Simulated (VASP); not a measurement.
**Au: relaxation of cell and atoms with PBE**

Au:

```
Au
1.0
     0.00000    2.07802    2.07802
     2.07802    0.00000    2.07802
     2.07802    2.07802    0.00000
Au
1
Direct
  0.00000 0.00000 0.00000
```

```yaml
Program: VASP 6.6.1
Task: relaxation of cell and atoms
Functional: PBE
Potentials_or_basis: VASP PAW PBE potentials, release 64 (Au)
Cutoff: 600 eV
k_mesh: 16 × 16 × 16
Occupations: methfessel-paxton, width 0.1 eV
Spin: no spin polarisation
Further_INCAR_settings: ALGO = Normal; EDIFF = 1e-07; IBRION = 2; EDIFFG = -0.005; NSW = 90; ISIF = 3
```

The pressure after relaxing is 0.0 GPa and the band gap on the k mesh is none (metal or under the smearing width).

Final structure:
```cif
data_structure
_symmetry_space_group_name_H-M 'P 1'
_symmetry_Int_Tables_number 1
_cell_length_a 2.9388
_cell_length_b 2.9388
_cell_length_c 2.9388
_cell_angle_alpha 60.000
_cell_angle_beta 60.000
_cell_angle_gamma 60.000
_cell_volume 17.95
loop_
_atom_site_label
_atom_site_type_symbol
_atom_site_fract_x
_atom_site_fract_y
_atom_site_fract_z
_atom_site_occupancy
Au1 Au 0.00000 0.00000 0.00000 1
```

Levels at points of the mesh, in eV from the Fermi level:
```csv
k point,band 3,band 4,band 5,band 6,band 7,band 8,band 9
"(0.00, 0.00, 0.00)",-4.37,-4.37,-2.99,-2.99,14.63,18.33,18.33
"(0.50, 0.00, 0.00)",-4.40,-1.89,-1.89,-0.67,2.85,14.07,16.79
"(0.50, 0.50, 0.00)",-1.94,-1.60,-1.60,1.22,5.42,9.91,9.91
```

It took 12 s on 1 thread of Intel(R) Xeon(R) Platinum 8488C (Sapphire Rapids) (shared host), peak memory 0.16 GiB.

Caveat: the relaxation stopped at its first step, so nothing moved. The run has no spin-orbit coupling, so splittings on Au are missing.
